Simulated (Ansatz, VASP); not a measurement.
Two plane-wave programs on NaCl

INCAR

```
SYSTEM = NaCl
PREC = Accurate
ENCUT = 520
EDIFF = 1E-6
ISMEAR = 0
SIGMA = 0.05
LREAL = .FALSE.
LASPH = .TRUE.
NELM = 60
ALGO = Normal
ISIF = 2
LWAVE = .FALSE.
LCHARG = .FALSE.
GGA = CA
NBANDS = 14
```

The input KPOINTS:

```
Automatic mesh
0
G
  6 6 6
  0 0 0
```

POSCAR

```
NaCl
1.0
    3.2220148000      0.0000000000      0.0000000000
    0.0000000000      3.2220148000      0.0000000000
    0.0000000000      0.0000000000      3.6422776000
Na Cl
1 1
Direct
    0.0000000000      0.0000000000      0.0000000000
    0.5000000000      0.5000000000      0.5000000000
```

Input for Ansatz:

```yaml
crystal:
  lattice:
    - [3.2220148, 0.0, 0.0]
    - [0.0, 3.2220148, 0.0]
    - [0.0, 0.0, 3.6422776]
  atoms:
    - { symbol: Na, position: [0.0, 0.0, 0.0] }
    - { symbol: Cl, position: [0.5, 0.5, 0.5] }
basis:
  ecutwfc: 420
kpoints:
  mp_grid: { grid: [6, 6, 6] }
hamiltonian:
  xc: lda
scf:
  occupations: { method: gaussian, width: 0.05 }
output:
  forces: true
  stress: true
  eigenvalues: true
```

Change from the starting cell: strain -0.080 along x and y, +0.040 along z, atoms carried along.

Alike in both runs: task single point; functional LDA; k mesh 6 × 6 × 6; occupations gaussian, width 0.05 eV; no spin polarisation.

|  | VASP | Ansatz |
| --- | --- | --- |
| version | VASP 6.6.1 | Ansatz 0.2.0 |
| potentials or method | VASP PAW LDA potentials, release 64 (Na_pv, Cl) | scalar-relativistic, plane waves, PAW |
| plane-wave cutoff (eV) | 520 | 420 |
| valence electrons in the cell | 14 | 16 |

|  | VASP | Ansatz | Ansatz less VASP |
| --- | --- | --- | --- |
| gap on the k mesh at the Fermi level (eV) | 3.42 | 3.41 | -0.008 |
| least direct gap on the mesh (eV) | 3.96 | 3.96 | -0.008 |
| pressure (GPa) | 0.8 | 0.8 | +0.02 |
| largest component of the traceless stress (GPa) | 7.32 | 7.32 | +0.001 |

The two sets of potentials don't hold the same shells in valence.

A k mesh can miss the band edges.
